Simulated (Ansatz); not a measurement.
## AlNi in Ansatz: the effect of functional

The system is AlNi.

```
Ni Al
1.0
     2.31592   -1.40392    0.00000
     2.31592    1.40392    0.00000
    -1.36543    0.00000    3.90654
Ni Al
1 1
Direct
  0.50000 0.50000 0.50000
  0.00000 0.00000 0.00000
```

The cell comes from a database or a generator and needn't be the stable form of this composition.

The cell isn't the ideal one: volume scaled by 1.02.

Alike in all runs:

```yaml
Program: Ansatz 0.2.0
Task: single point
Potentials_or_basis: Ansatz PAW
k_mesh: 11 × 11 × 7
Occupations: fermi-dirac, width 0.05 eV
Spin: collinear spin, ferromagnetic start
Starting_moments: "[1.0, 0.0] μB"
```

```csv
functional,cutoff,pressure (GPa)
LDA,420 eV (not typed: the program's choice for these potentials),?
PBEsol,420 eV (not typed: the program's choice for these potentials),-5.8
r2SCAN,500 eV (not typed: the program's choice for these potentials),-5.7
```

Task: What does the run with functional LDA give?

Result: Pressure -10.5 GPa.

Caveats: the PAW data sets come from PBE, with cores solved anew for the run's functional, which leaves a small shift of forces and pressure; the starting moments weren't kept; the magnetic or orbital state may not be the lowest (some runs).
